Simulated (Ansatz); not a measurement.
# BAs (F-43m) in Ansatz: notebook

The runs below take BAs through band structure, with PBE.

Everything below comes from runs of Ansatz 0.2.0. Logs are shortened: lines on timing, memory, paths and dates and some standing lists are left out, and cuts for length are marked.

## (1) The crystal as given

It takes space group F-43m (No. 216, cubic). The conventional cell has a = 4.777 Å, b = 4.777 Å, c = 4.777 Å, α = 90.00°, β = 90.00°, γ = 90.00°. As (site symmetry -43m) is surrounded by 4 B at 2.07 Å. B (site symmetry -43m) has 4 As at 2.07 Å as nearest neighbours.

## (2) Band structure, PBE

File input.yaml:

```yaml
crystal:
  lattice:
    - [0.0, 2.3885, 2.3885]
    - [2.3885, 0.0, 2.3885]
    - [2.3885, 2.3885, 0.0]
  atoms:
    - { symbol: As, position: [0.75, 0.75, 0.75] }
    - { symbol: B, position: [0.0, 0.0, 0.0] }
kpoints:
  mp_grid: { grid: [7, 7, 7] }
  band_path:
    path:
      - [0.0, 0.0, 0.0]
      - [0.5, 0.0, 0.5]
      - [0.5, 0.25, 0.75]
      - [0.375, 0.375, 0.75]
      - [0.0, 0.0, 0.0]
      - [0.5, 0.5, 0.5]
      - [0.625, 0.25, 0.625]
      - [0.5, 0.25, 0.75]
    npoints: 6
scf:
  occupations: { method: fermi_dirac, width: 0.05 }
hamiltonian:
  xc: pbe
  pseudopotentials: { kind: all_electron, lapw: { basis_error: 0.001 } }
output:
  forces: true
  stress: true
  eigenvalues: true
```

Potentials or basis: all-electron LAPW, scalar-relativistic.

Run with:

```bash
$ ansatz run input.yaml --threads 1 --pin off --max-ram 3072MiB --backend cpu --events-out ev --progress --plain --runs-dir out
```

The program printed:

```text
Warning: RAYON_NUM_THREADS=1 ignored (pool sized by the plan → 1); use --threads N
LAPW: plane waves up to 9.087 Å⁻¹, error target 1.0e-3 eV per atom; small_component_spin mean_spin; B in spheres of 0.852 Å, 5 of its electrons in bands, Dirac shells []; As in spheres of 1.216 Å, 23 of its electrons in bands, Dirac shells [] (how accurate: hamiltonian.pseudopotentials.lapw.basis_error, Limitations)
Engine: ansatz 0.2.0, aarch64-unknown-linux-gnu
Pseudopotentials: kind: all_electron
Pseudopotential: As, LAPW, valence charge 23, lapw/all_electron/scalar/gaussian/As, Koelling and Harmon's equation, gaussian nucleus
Pseudopotential: B, LAPW, valence charge 5, lapw/all_electron/scalar/gaussian/B, Koelling and Harmon's equation, gaussian nucleus
Functional definition: PBE
  parameter kappa = 0.804
  parameter beta = 0.06672455060314922
  exchange = pbe_x(kappa = kappa, mu = beta*pi^2/3)
  correlation = pbe_c(beta = beta)
Crystal: 2 atoms, lattice volume = 27.252 Å³
Basis set: ecut = 314.5867701742226 eV, 331 PW (Γ), exchange–correlation at level 2
Bands: 18, of which v1, the nominal top of the filled ones, is band 14 counted from 1 (13 counted from 0)
Symmetry: 24 space group operations
Space group: F-43m (ITA 216), of the structure as read, at distance tolerance 3.0e-5 Å
k-points: 20 of 343 (time reversal used)
Non-local potential: As, projectors of the file, none
Non-local potential: B, projectors of the file, none
Initial density: superposition of atomic densities (chi_scale 0.1, normalization cell, long waves kept (reshape's long-wave potential 0.00 eV rms))
Initial wavefunctions: plane waves of lowest kinetic energy (no species holds an atomic orbital)
Functional: x = pbe(κ = 0.804, μ = 0.2195149727645171), c = pbe(β = 0.06672455060314922)
iter 1 solved again at ethr=6.58e-3 eV; its pass at ethr=1.00e-1 eV (dr2=1.84e0 eV) is discarded
SCF iter   1: F=—  HF=-62200.781918 eV  |F-HF|=—  |Δ(HF+E_count)|=         —  Δρ=7.15e-2  dr2=1.84e0  ethr=6.58e-3  ⟨swp⟩=2.0  Hψ=2397  notcnv=0
preconditioner: auto → none  [insulator: Δε(μ)=1.765 eV  Ē_g=12.432 eV  σ=0.050 eV  W_gap=1.00  n_scr=14 (ndim 8)  ℏωp=20.1 eV  f_vac=0.000  D(μ)=0.00/eV (n_scr^D=0)  ε∞_Penn≈3.6]
iter 2 solved again at ethr=5.25e-4 eV; its pass at ethr=6.58e-3 eV (dr2=1.47e-1 eV) is discarded
SCF iter   2: F=—  HF=-62200.200514 eV  |F-HF|=—  |Δ(HF+E_count)|=   5.81e-1  Δρ=2.39e-2  dr2=1.47e-1  ethr=5.25e-4  ⟨swp⟩=2.0  Hψ=1877  notcnv=0
SCF iter   3: F=—  HF=-62200.163265 eV  |F-HF|=—  |Δ(HF+E_count)|=   3.72e-2  Δρ=1.02e-2  dr2=2.33e-2  ethr=5.25e-4  ⟨swp⟩=2.0  Hψ=1020  notcnv=0
SCF iter   4: F=—  HF=-62200.161756 eV  |F-HF|=—  |Δ(HF+E_count)|=         —  Δρ=2.88e-3  dr2=1.98e-3  ethr=8.33e-5  ⟨swp⟩=2.0  Hψ=1017  notcnv=0
the basis was enlarged: its passes take 165.5 KiB over the memory plan, 1 of 1 planned eigensolver slots
SCF iter   5: F=—  HF=-62200.160933 eV  |F-HF|=—  |Δ(HF+E_count)|=   8.23e-4  Δρ=5.58e-4  dr2=5.70e-5  ethr=7.06e-6  ⟨swp⟩=2.6  Hψ=958  notcnv=0
SCF iter   6: F=—  HF=-62200.160977 eV  |F-HF|=—  |Δ(HF+E_count)|=   4.35e-5  Δρ=7.70e-5  dr2=1.17e-6  ethr=2.04e-7  ⟨swp⟩=3.0  Hψ=1003  notcnv=0
SCF iter   7: F=-62200.160978 eV  HF=-62200.160978 eV  |F-HF|=1.44e-8  |Δ(HF+E_count)|=   1.67e-6  Δρ=6.65e-6  dr2=1.05e-8  ethr=4.17e-9  ⟨swp⟩=3.0  Hψ=1010  notcnv=0
SCF 1 converged in 7 iterations: F = -62200.160978 eV  dr2 = 1.05e-8
NSCF: frozen V_eff on 43 k-points
SCF converged after 7 iterations
Free energy (F): -62200.160978 eV
Harris-Foulkes:  -62200.160978 eV  (|F-HF|=1.44e-8)
Internal energy: -62200.160978 eV  (E = F + TS)
E sigma→0 (E₀):  -62200.160978 eV
Entropy (-TS):   -0.000000 eV (-0.000 meV/atom)
Fermi energy:    12.312897 eV
--- Per-component energies (eV) ---
  E_band       = -1573.185467
  E_kinetic    = 63570.657659
  E_xc         = -2393.735077
  E_electrostatic = -123377.083560  (all electrons and nuclei)
  E_smearing   = -0.000000  (= −TS)
  E_closure    = 0.000000  (closes the sum)
  E_atoms      = -62188.745975  (free atoms, spherical and without spin; not in F)
  Σ components = -62200.160978   (vs F -62200.160978, Δ=0.00e0)
  Basis errors (estimates in eV, not in F): energy 5.6e-4 per atom: plane waves 5.2e-4 (3.1e-4 summed), levels above the bands 1.6e-80, relativity 1.9e-8, radial functions 3.6e-5, core shells 1.6e-11; eigenvalues (radial functions only) 2.9e-6; not estimated: angular momenta, meshes, grids; target (lapw.basis_error) 1.0e-3; muffin-tin radii B 0.852 Å, As 1.216 Å
--- Forces (eV/Å), atoms counted from 1 ---
  atom   1  As     0.00000000     0.00000000     0.00000000
  atom   2  B     -0.00000000    -0.00000000     0.00000000
  max |Σ_I F_I| component: 3.24e-17 eV/Å
--- Stress (GPa, compression-positive) ---
        2.741282       0.000000      -0.000000
        0.000000       2.741282       0.000000
       -0.000000       0.000000       2.741282
  P = ⅓ Tr σ = 2.7413 GPa (27.413 kbar)
--- Band table (eV; the first three rows and the last of 20) ---
  k-point 0: bands = ["-173.6604", "-162.0295", "-117.0341", "-117.0341", "-117.0341", "-24.0990", "-24.0990", "-24.0990", "-24.0770", "-24.0770", "-3.6721", "11.7268", "11.7268", "11.7268", "15.0099", "15.0099", "15.0099", "16.4115"]
  k-point 1: bands = ["-173.6604", "-162.0295", "-117.0341", "-117.0341", "-117.0341", "-24.0983", "-24.0975", "-24.0975", "-24.0769", "-24.0769", "-3.3386", "9.3427", "11.1864", "11.1864", "15.0912", "15.7210", "15.7210", "17.9868"]
  k-point 2: bands = ["-173.6604", "-162.0295", "-117.0341", "-117.0341", "-117.0341", "-24.0970", "-24.0948", "-24.0948", "-24.0761", "-24.0761", "-2.3806", "5.9908", "10.4073", "10.4073", "14.7022", "16.5028", "16.5028", "20.0562"]
  k-point 19: bands = ["-173.6604", "-162.0295", "-117.0341", "-117.0341", "-117.0341", "-24.0965", "-24.0907", "-24.0842", "-24.0794", "-24.0740", "0.4874", "3.7274", "5.8611", "7.4282", "15.5800", "18.0694", "19.0191", "19.8138"]
```

bands.tsv:

```text
# k_distance	band_0	band_1	band_2	band_3	band_4	band_5	band_6	band_7	band_8	band_9	band_10	band_11	band_12	band_13	band_14	band_15	band_16	band_17
# fermi_ev = 12.312897
[... 17 lines left out ...]
1.096083	-185.973314	-174.342353	-129.347027	-129.347001	-129.347001	-36.416672	-36.397056	-36.397056	-36.395476	-36.384334	-12.514036	-8.206219	-4.502811	-4.502811	0.607203	1.500586	10.106078	10.106078
[... 35 lines left out ...]
6.165123	-185.973314	-174.342358	-129.347019	-129.347015	-129.347003	-36.408851	-36.404267	-36.396388	-36.392613	-36.386770	-11.667730	-8.638250	-6.142092	-5.620116	4.343498	5.207365	6.475178	6.770426
6.242628	-185.973314	-174.342362	-129.347018	-129.347017	-129.347004	-36.408418	-36.404705	-36.396331	-36.392580	-36.386833	-11.647223	-8.635898	-6.065801	-5.772022	4.681961	5.361062	6.231123	6.466958
```

Wall time 5.8 s (1 thread of Arm Neoverse V2, shared host); peak memory 0.23 GiB.

What came out:

```yaml
Free_energy: -62200.1610 eV
Pressure: 2.7 GPa
Band_gap_on_the_k_mesh: 1.21 eV, indirect (least direct gap 3.28 eV)
Band_gap_along_the_path: 1.19 eV, indirect (least direct gap 3.28 eV)
```

Levels at the corners of the path, in eV from the valence-band top:
| point | band 10 | band 11 | band 12 | band 13 | band 14 | band 15 | band 16 | band 17 | band 18 |
| --- | --- | --- | --- | --- | --- | --- | --- | --- | --- |
| Γ | -35.80 | -15.40 | 0.00 | 0.00 | 0.00 | 3.28 | 3.28 | 3.28 | 4.68 |
| X | -35.80 | -11.22 | -8.52 | -4.07 | -4.07 | 1.44 | 1.45 | 11.40 | 11.40 |
| W | -35.80 | -11.06 | -8.05 | -5.48 | -5.19 | 5.27 | 5.95 | 6.82 | 7.05 |
| K | -35.80 | -11.26 | -8.13 | -5.94 | -3.48 | 2.05 | 5.56 | 9.24 | 9.78 |
| Γ | -35.80 | -15.40 | 0.00 | 0.00 | 0.00 | 3.28 | 3.28 | 3.28 | 4.68 |
| L | -35.80 | -12.53 | -8.78 | -1.82 | -1.82 | 2.70 | 4.80 | 4.80 | 8.89 |
| U | -35.80 | -11.26 | -8.13 | -5.94 | -3.48 | 2.05 | 5.56 | 9.24 | 9.78 |
| W | -35.80 | -11.06 | -8.05 | -5.48 | -5.19 | 5.27 | 5.95 | 6.82 | 7.05 |

As with any semilocal functional, this PBE gap is likely too small.

## (3) Band structure, PBE, spin-orbit coupling, no magnetisation

input.yaml, as its differences from that of step 2:

```diff
@@ -26,2 +26,5 @@
   pseudopotentials: { kind: all_electron, lapw: { basis_error: 0.001 } }
+magnetization:
+  noncollinear: true
+  spin_orbit: true
 output:
```

Potentials or basis: all-electron LAPW, relativistic spinors.

Run with:

```bash
$ ansatz run input.yaml --threads 1 --pin off --max-ram 3072MiB --backend cpu --events-out ev --progress --plain --runs-dir out
```

It took 34 s on 1 thread of Arm Neoverse V2, shared host; peak memory 0.34 GiB.

Results (log left out):

| Item | Value |
| --- | --- |
| Free energy | -62203.4835 eV |
| Pressure | 2.7 GPa |
| Band gap on the k mesh | 1.14 eV, indirect (least direct gap 3.08 eV) |
| Band gap along the path | 1.13 eV, indirect (least direct gap 3.08 eV) |

Levels at the corners of the path, in eV from the valence-band top:
| point | band 26 | band 27 | band 28 | band 29 | band 30 | band 31 |
| --- | --- | --- | --- | --- | --- | --- |
| Γ | 0.00 | 0.00 | 0.00 | 3.08 | 3.08 | 3.29 |
| X | -4.21 | -4.07 | -4.07 | 1.38 | 1.38 | 1.39 |
| W | -5.48 | -5.25 | -5.23 | 5.20 | 5.21 | 5.88 |
| K | -5.96 | -3.55 | -3.54 | 1.98 | 1.99 | 5.47 |
| Γ | 0.00 | 0.00 | 0.00 | 3.08 | 3.08 | 3.29 |
| L | -1.96 | -1.81 | -1.81 | 2.63 | 2.63 | 4.69 |
| U | -5.96 | -3.55 | -3.54 | 1.98 | 1.99 | 5.47 |
| W | -5.48 | -5.25 | -5.23 | 5.20 | 5.21 | 5.88 |

PBE gaps usually lie below the measured ones, often by a third to a half.
